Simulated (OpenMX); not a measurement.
The system is Pt.

```
CELL_PARAMETERS angstrom
0.00000 1.96090 1.96090
1.96090 0.00000 1.96090
1.96090 1.96090 0.00000
ATOMIC_POSITIONS crystal
Pt 0.00000 0.00000 0.00000
```

Base run:

| Quantity | Value |
| --- | --- |
| Program | OpenMX 3.8.5 |
| Functional | PBE |
| Potentials or basis | OpenMX 2013 PBE set, Pt7.0-s3p2d2, grid cutoff 400 Ry |
| k mesh | 13 × 13 × 13 |
| Occupations | fermi-dirac, width 0.05 eV |
| Spin | no spin polarisation |

Its results: pressure 18.3 GPa.

Task: The run is repeated on the same cell with these changes: potentials or basis from OpenMX 2013 PBE set, Pt7.0-s3p2d2, grid cutoff 400 Ry to OpenMX 2013 PBE set, Pt7.0-s3p2d2f2, grid cutoff 400 Ry. What comes out?

Result: Pressure 12.8 GPa.

Caveats: the basis of atomic orbitals isn't converged, which shifts pressures, moduli and gaps; so large a pressure means that the cell lies far from this level's equilibrium, or that cutoff or potentials fall short (some runs).

Not every run made on this cell is shown here.
